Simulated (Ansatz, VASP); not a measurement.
## SiC in VASP and in Ansatz

The input INCAR:

```
PREC = Accurate
ENCUT = 520
EDIFF = 1E-7
ISMEAR = -1
SIGMA = 0.08
LREAL = False
LASPH = True
NELM = 100
ALGO = Normal
ISIF = 2
LWAVE = False
LCHARG = True
GGA = PS
LELF = True
LVHAR = True
NBANDS = 16
```

Contents of KPOINTS:

```
regular mesh
0
Gamma
  15 15 8
```

Contents of POSCAR:

```
SiC
1.0
    3.1164765090      0.0000000000      0.0000000000
   -1.5582382545      2.6989478271      0.0000000000
    0.0000000000      0.0000000000      5.1144286705
Si C
2 2
Direct
    0.3333333333      0.6666666667      0.0000000000
    0.6666666667      0.3333333333      0.5000000000
    0.3333333333      0.6666666667      0.3850000000
    0.6666666667      0.3333333333      0.8850000000
```

Input for Ansatz:

```yaml
crystal:
  lattice:
    - [3.116476509, 0.0, 0.0]
    - [-1.5582382545, 2.6989478271, 0.0]
    - [0.0, 0.0, 5.1144286705]
  atoms:
    - { symbol: Si, position: [0.3333333333, 0.6666666667, 0.0] }
    - { symbol: Si, position: [0.6666666667, 0.3333333333, 0.5] }
    - { symbol: C, position: [0.3333333333, 0.6666666667, 0.385] }
    - { symbol: C, position: [0.6666666667, 0.3333333333, 0.885] }
kpoints:
  mp_grid: { grid: [15, 15, 8] }
  band_path:
    path:
      - [0.0, 0.0, 0.0]
      - [0.5, 0.0, 0.0]
      - [0.3333333333, 0.3333333333, 0.0]
      - [0.0, 0.0, 0.0]
      - [0.0, 0.0, 0.5]
      - [0.5, 0.0, 0.5]
      - [0.3333333333, 0.3333333333, 0.5]
      - [0.0, 0.0, 0.5]
      - [0.5, 0.0, 0.5]
    npoints: 5
scf:
  occupations: { method: fermi_dirac, width: 0.08 }
hamiltonian:
  xc: pbesol
  pseudopotentials: { kind: all_electron, lapw: { basis_error: 0.001 } }
output:
  forces: true
  stress: true
  eigenvalues: true
```

Change from the starting cell: volume scaled by 1.04.

Alike in both runs: task single point; functional PBEsol; k mesh 15 × 15 × 8; occupations fermi-dirac, width 0.08 eV; no spin polarisation.

|  | VASP | Ansatz |
| --- | --- | --- |
| version | VASP 6.6.1 | Ansatz 0.2.0 |
| potentials or method | VASP PAW PBE potentials, release 64 (Si, C) | all-electron LAPW, scalar-relativistic |
| plane-wave cutoff (eV) | 520 | see its input |

Ansatz gave:

```
pressure (GPa)                                  : -7.9
largest component of the traceless stress (GPa) : 2.22
rms of the force components (eV/Å)              : 0.396
```

Q: What did VASP give for the same quantities?

A: Pressure (GPa): -7.5; largest component of the traceless stress (GPa): 2.29; rms of the force components (eV/Å): 0.399.

Atom by atom the forces differ by 0.003 eV/Å (rms over components). Ansatz ran all-electron here, so the differences hold the error of VASP's frozen core and of both bases.

Caveats: the PAW data sets were made with another functional, which shifts forces and pressure a little (VASP); an odd mesh through Γ misses points on the zone boundary, where band edges often lie.
